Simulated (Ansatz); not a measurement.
GeTe in space group R3m (No. 160; Ge on 3a, Te on 3a) under volume change, the program Ansatz at the LDA level (PAW), shape and atoms relaxed at each volume.

```
V (Å³/atom)  E − E(relaxed) (meV/atom)  P (GPa)
-----------  -------------------------  -------
23.314                            37.8     5.79
24.082                            15.7     3.50
24.851                             3.7     1.58
25.619                             0.0     0.00
26.388                             3.2    -1.27
27.157                            11.9    -2.31
27.925                            25.0    -3.13
```

Task: What does a third-order Birch–Murnaghan fit give for V₀, B₀ and B′?

Result: V₀ = 25.63 Å³/atom, B₀ = 46.9 GPa, B′ = 5.7.

Symmetry was held in the LDA relaxation; of distortions, only those at the zone centre were tested. Spin–orbit coupling is left out wherever it is not named.

Potentials: the later of the program's two PAW sets.
